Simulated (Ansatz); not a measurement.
Ag:

```
Ag
1.0
     0.00000    2.04275    2.04275
     2.04275    0.00000    2.04275
     2.04275    2.04275    0.00000
Ag
1
Direct
  0.00000 0.00000 0.00000
```

Below is the output of Ansatz 0.2.0 for this cell. Logs are shortened: lines on timing, memory, paths and dates and some standing lists are left out, and cuts for length are marked.

```text
Warning: RAYON_NUM_THREADS=2 ignored (pool sized by the plan → 2); use --threads N
scf.n_extra_bands = 6 over 10 filled bands (N_el = 19.0): the run solves 16 bands
Engine: ansatz 0.2.0, aarch64-unknown-linux-gnu
Pseudopotentials: kind: paw, level: accurate
Pseudopotential: Ag, paw, valence charge 19, recommended cutoff 680 eV (high), Ag.paw.azcp
Functional definition: PBE
  parameter kappa = 0.804
  parameter beta = 0.06672455060314922
  exchange = pbe_x(kappa = kappa, mu = beta*pi^2/3)
  correlation = pbe_c(beta = beta)
Crystal: 1 atoms, lattice volume = 17.048 Å³
Basis set: ecut = 680 eV, 701 PW (Γ), exchange–correlation on 50×50×50 points (8 copies of the dense FFT grid, shifted against one another)
Bands: 16, of which v1, the nominal top of the filled ones, is band 10 counted from 1 (9 counted from 0)
Symmetry: 48 space group operations
Space group: Fm-3m (ITA 225), of the structure as read, at distance tolerance 2.6e-5 Å
k-points: 56 of 1331
Non-local potential: Ag, projectors of the file, l = 0: 3, l = 1: 2, l = 2: 2, l = 3: 2
PAW form: soft (Blöchl's): semilocal exchange-correlation on the pseudo side does not see the compensation charge
PAW one-centre angular grid: Ag, 590 points (default); XC on 64 Gauss nodes
Initial density: superposition of atomic densities (chi_scale 0.1, normalization cell)
Initial wavefunctions: pseudopotential atomic-orbital guess
Functional: x = pbe(κ = 0.804, μ = 0.2195149727645171), c = pbe(β = 0.06672455060314922)
SCF iter   1: F=—  HF=-7605.785174 eV  |F-HF|=—  |Δ(HF+E_count)|=         —  Δρ=6.36e-2  dr2=7.55e-1  ethr=3.10e-3  ⟨swp⟩=5.9  Hψ=4804  notcnv=0
preconditioner: auto → none  [insulator: Δε(μ)=0.162 eV  Ē_g=19.382 eV  σ=0.050 eV  W_gap=0.66  n_scr=8 (ndim 8)  ℏωp=29.8 eV  f_vac=0.000  D(μ)=0.23/eV (n_scr^D=0)  ε∞_Penn≈3.4]
SCF iter   2: F=—  HF=-7605.600106 eV  |F-HF|=—  |Δ(HF+E_count)|=   1.85e-1  Δρ=2.79e-2  dr2=8.42e-2  ethr=3.10e-3  ⟨swp⟩=2.6  Hψ=1967  notcnv=0  defer=98
SCF iter   3: F=—  HF=-7605.551547 eV  |F-HF|=—  |Δ(HF+E_count)|=   4.86e-2  Δρ=7.81e-3  dr2=6.64e-3  ethr=4.43e-4  ⟨swp⟩=2.6  Hψ=1709  notcnv=0  defer=98
SCF iter   4: F=—  HF=-7605.549192 eV  |F-HF|=—  |Δ(HF+E_count)|=   2.36e-3  Δρ=6.15e-4  dr2=5.24e-5  ethr=3.49e-5  ⟨swp⟩=2.0  Hψ=1299  notcnv=0  defer=98
SCF iter   5: F=—  HF=-7605.549192 eV  |F-HF|=—  |Δ(HF+E_count)|=   2.97e-7  Δρ=7.77e-5  dr2=2.62e-7  ethr=2.76e-7  ⟨swp⟩=2.5  Hψ=1087  notcnv=0  defer=98
SCF iter   6: F=-7605.549193 eV  HF=-7605.549193 eV  |F-HF|=8.36e-10  |Δ(HF+E_count)|=   3.25e-7  Δρ=3.48e-6  dr2=4.91e-10  ethr=5.26e-10  ⟨swp⟩=9.0  Hψ=4590  notcnv=0
SCF 1 converged in 6 iterations: F = -7605.549193 eV  dr2 = 4.91e-10
  greatest PAW one-centre occupation: 0.999 electrons in one spin orbital (limit 2), on the Ag atom at site 0 (counted from 0), in its partial waves of l = 0
NSCF: frozen V_eff on 142 k-points
SCF converged after 6 iterations
Free energy (F): -7605.549193 eV
Harris-Foulkes:  -7605.549193 eV  (|F-HF|=8.36e-10)
Internal energy: -7605.546452 eV  (E = F + TS)
E sigma→0 (E₀):  -7605.547823 eV
Entropy (-TS):   -0.002740 eV (-2.740 meV/atom)
Fermi energy:    19.368373 eV
--- Per-component energies (eV) ---
  E_band       = -200.968619
  E_kinetic    = 558.186852
  E_local      = -2368.212488  (includes V_loc(G=0)·N_el)
  E_nonlocal   = 191.217347
  E_hartree    = 761.619119
  E_xc         = -153.492990
  E_vxc        = -197.612981  (∫ρ·V_xc dr)
  E_paw        = -3678.041355  (= ΣΔE_a)
  E_vpaw       = 92.214818  (= ΣTr[D̂ρ^β])
  E_aug_tail   = -0.000001  (compensation charges beyond the density's cutoff)
  E_ewald      = -2916.822938
  E_smearing   = -0.002740  (= −TS)
  E_closure    = 0.000000  (closes the sum)
  Σ components = -7605.549193   (vs F -7605.549193, Δ=0.00e0)
--- Forces (eV/Å), atoms counted from 1 ---
  atom   1  Ag     0.00000000    -0.00000000    -0.00000000
  max |Σ_I F_I| component: 5.14e-32 eV/Å
--- Stress (GPa, compression-positive) ---
        4.447867      -0.000000       0.000000
        0.000000       4.447867      -0.000000
        0.000000       0.000000       4.447867
  P = ⅓ Tr σ = 4.4479 GPa (44.479 kbar)
--- Band table (eV; the first three rows and the last of 56) ---
  k-point 0: bands = ["-72.8835", "-36.2542", "-36.2542", "-36.2542", "11.3410", "14.3241", "14.3241", "14.3241", "15.3623", "15.3623", "35.0003", "38.5838", "38.5838", "38.5838", "43.5652", "44.4625"]
  k-point 1: bands = ["-72.8822", "-36.2673", "-36.2561", "-36.2561", "11.5968", "14.2687", "14.3927", "14.3927", "15.3380", "15.3380", "34.9774", "36.8418", "38.6963", "38.6963", "43.0455", "44.1018"]
  k-point 2: bands = ["-72.8785", "-36.3023", "-36.2614", "-36.2614", "12.2628", "14.2332", "14.5156", "14.5156", "15.3473", "15.3473", "32.8334", "35.8757", "38.8612", "38.8612", "41.8165", "42.9963"]
  k-point 55: bands = ["-72.8607", "-36.3687", "-36.3599", "-36.3145", "13.4374", "13.8495", "14.2709", "15.3830", "16.3085", "24.4791", "24.6640", "26.4455", "28.3361", "40.1541", "42.4467", "44.1053"]
```

Q: What input gives this log?

A: Band structure with PBE, no spin polarisation. The files as run (others can give the same):

input.yaml
```yaml
crystal:
  lattice:
    - [0.0, 2.04275, 2.04275]
    - [2.04275, 0.0, 2.04275]
    - [2.04275, 2.04275, 0.0]
  atoms:
    - { symbol: Ag, position: [0.0, 0.0, 0.0] }
hamiltonian:
  xc: pbe
  pseudopotentials: { kind: paw, level: accurate }
kpoints:
  mp_grid: { grid: [11, 11, 11] }
  band_path:
    path:
      - [[0.0, 0.0, 0.0], [0.5, 0.0, 0.5], [0.5, 0.25, 0.75], [0.375, 0.375, 0.75], [0.0, 0.0, 0.0], [0.5, 0.5, 0.5], [0.625, 0.25, 0.625], [0.5, 0.25, 0.75], [0.5, 0.5, 0.5], [0.375, 0.375, 0.75]]
      - [[0.625, 0.25, 0.625], [0.5, 0.0, 0.5]]
    npoints: 14
scf:
  occupations: { method: fermi_dirac, width: 0.05 }
  n_extra_bands: 6
output:
  forces: true
  stress: true
  eigenvalues: true
  fatbands: false
```

Potentials or basis: Ansatz PAW earlier set.
Command:
```console
$ ansatz run input.yaml --threads 2 --pin off --max-ram 5632MiB --backend cpu --events-out ev --progress --plain --runs-dir out
```
